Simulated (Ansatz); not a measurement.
Reaction (ligand exchange at the Si–O bond): `CC(C)(C)O[Si](Cl)(Cl)Cl` + `CC(C)N` → `CC(C)N[Si](Cl)(Cl)Cl` + tert-butanol

Program: Ansatz. Geometries: PBE0-D4/def2-TZVP. ΔE: electronic, gas phase. CCSD(T)/CBS is the MP2 limit (def2-TZVPP, def2-QZVPP) plus CCSD(T) − MP2 in def2-TZVPP, frozen cores. Functionals use def2-TZVPP. One conformer a species, not always the lowest.

```json
{"level": "LDA (SPW92)", "ΔE (kJ/mol)": "31.3"}
{"level": "BLYP-D4", "ΔE (kJ/mol)": "38.0"}
{"level": "r2SCAN-D4", "ΔE (kJ/mol)": "36.3"}
{"level": "r2SCANh-D4", "ΔE (kJ/mol)": "36.1"}
{"level": "revPBE", "ΔE (kJ/mol)": "26.1"}
{"level": "LC-ωPBE", "ΔE (kJ/mol)": "30.0"}
{"level": "HF/def2-SVP", "ΔE (kJ/mol)": "30.6"}
{"level": "CCSD/def2-TZVPP", "ΔE (kJ/mol)": "36.1"}
```

Q: What does CCSD(T)/CBS give? (Estimate.)

A: Computed: +35.8 kJ/mol. The listed levels differ from it by -4.5, 2.2, 0.5, 0.3, -9.7, -5.8, -5.2, 0.3 kJ/mol.

Largest T1 diagnostic among the species: 0.010.

Leaving LDA and LC-ωPBE aside and taking each functional with its dispersion term where it has one, the values, not all of them listed here, spread over 9.5 kJ/mol, from PBE-D4 to B97M-V. From BLYP to BHLYP (50 % exact exchange), in def2-TZVPP and without D4, ΔE moves by +3.7 kJ/mol. The D4 term adds +4.5 kJ/mol with B3LYP and +2.7 kJ/mol with PBE0; it sums over pairs of atoms, weighted by their polarisabilities, and B3LYP, whose exchange is more repulsive, gets the larger term.

CCSD(T)/CBS has its own doubt, a few kJ/mol and more with outer-core shells, so smaller differences from it don't rank the levels.

B3LYP here is the variant with VWN-RPA as its local correlation; programs differ in this.
